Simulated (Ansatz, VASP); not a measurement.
# Ge: VASP beside Ansatz

File INCAR:

```
SYSTEM = Ge
ALGO = Normal
EDIFF = 1E-6
ENCUT = 520
GGA = CA
ISIF = 2
ISMEAR = -1
LASPH = .True.
LCHARG = .False.
LREAL = .False.
LWAVE = .False.
NBANDS = 13
NELM = 60
PREC = Accurate
SIGMA = 0.1
```

File KPOINTS:

```
k-points
0
Gamma
  15 15 15
  0 0 0
```

The input POSCAR:

```
Ge
1.0
    0.0000000000      2.1646214827      2.1646214827
    2.1646214827      0.0000000000      2.1646214827
    2.1646214827      2.1646214827      0.0000000000
Ge
1
Direct
    0.0000000000      0.0000000000      0.0000000000
```

Input for Ansatz:

```yaml
crystal:
  lattice:
    - [0.0, 2.1646214827, 2.1646214827]
    - [2.1646214827, 0.0, 2.1646214827]
    - [2.1646214827, 2.1646214827, 0.0]
  atoms:
    - { symbol: Ge, position: [0.0, 0.0, 0.0] }
hamiltonian:
  xc: lda
  pseudopotentials:
    kind: paw
    azcp:
      Ge: "pseudopotentials/Ge.paw.azcp"
basis:
  ecutwfc: 420
  fft_grid_basis: typed
kpoints:
  mp_grid: { grid: [15, 15, 15], shift: [0, 0, 0] }
magnetization:
  spin_polarized: false
scf:
  occupations: { method: fermi_dirac, width: 0.1 }
  lower_state_search: "off"
output:
  stress: true
```

Alike in both runs: task single point; functional LDA; k mesh 15 × 15 × 15; occupations fermi-dirac, width 0.1 eV; no spin polarisation.

```csv
,VASP,Ansatz
version,VASP 6.6.1,Ansatz 0.2.0
potentials or method,"VASP PAW LDA potentials, release 64 (Ge_d)","plane waves (420 eV) with PAW, scalar-relativistic"
plane-wave cutoff (eV),520,420
valence electrons in the cell,14,14
```

|  | VASP | Ansatz | Ansatz less VASP |
| --- | --- | --- | --- |
| pressure (GPa) | -6.5 | -6.6 | -0.11 |

Ansatz warned: «pseudo_functional_mismatch».
